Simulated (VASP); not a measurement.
Y, 2 atoms in the cell. The structure is hexagonal, space group P6_3/mmc (No. 194). The conventional cell has a = 3.608 Å, b = 3.608 Å, c = 5.617 Å, α = 90.00°, β = 90.00°, γ = 120.00°. Y (site symmetry -6m2) is surrounded by 12 Y at 3.50 to 3.61 Å. 

| Item | Value |
| --- | --- |
| Program | VASP 6.6.1 |
| Task | relaxation of cell and atoms |
| Functional | AM05 |
| Potentials or basis | VASP PAW PBE potentials, release 64 (Y_sv) |
| Cutoff | 600 eV |
| k mesh | 12 × 12 × 7 |
| Occupations | methfessel-paxton, width 0.1 eV |
| Spin | no spin polarisation |
| Further INCAR settings | ALGO = Normal; EDIFF = 1e-07; IBRION = 2; EDIFFG = -0.005; NSW = 90; ISIF = 3 |

Potentials or basis: VASP PAW PBE potentials, release 64 (Y_sv).

Command:

```console
$ cat potpaw_PBE.64/Y_sv/POTCAR > POTCAR
$ mpirun -np 1 vasp_std > vasp.out
```

Hardware: 1 thread of Intel(R) Xeon(R) 6975P-C (Granite Rapids), on a shared host.

Question: Estimate the wall time of this run.

Answer: It took 81 s on 1 thread of Intel(R) Xeon(R) 6975P-C (Granite Rapids), with other jobs on the host, peak memory 0.26 GiB. Counts: scf iterations 24, k points 76, ion steps 2.
